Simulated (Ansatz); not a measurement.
## C: opening a crack plane

C, P6_3/mmc, a = 2.512 Å, c = 4.180 Å. Ansatz: PBE, PAW, 420 eV, Γ-centred 10×10×2 mesh on 12 atoms, Gaussian smearing 0.05 eV; no spin polarisation. One cut on (001) per cell of 12 atoms is opened rigidly by x, between planes of C and C that stand 1.57 Å apart; y is the energy per area (5.463 Å², 1 eV/Å² = 16.02 J/m²).

| x (Å) | y (J/m²) |
| --- | --- |
| 0.00 | 0.000 |
| 0.25 | ? |
| 0.50 | 3.967 |
| 0.75 | 6.473 |
| 1.00 | 8.622 |
| 1.50 | 11.700 |
| 2.00 | 13.469 |
| 3.00 | 14.678 |
| 6.00 | 14.859 |

Task: Fit the universal binding curve y = W[1 − (1 + x/l) e^(−x/l)] to the other rows, give the peak stress, and predict the missing value.

Result: Least squares gives W = 14.9 J/m² and l = 0.510 Å. The stress dy/dx peaks at x = l with W/(e l) = 107.5 GPa, for rigid faces. At x = 0.25: x/l = 0.490, y = 1.300 J/m². The run gave 1.424 J/m², so the fit is 0.124 J/m² too low, within twice the rms miss on the fitted rows (0.076 J/m²).

Cost: 11 runs of about 1.3 core-minutes in all, on Arm Neoverse V2 (shared hosts).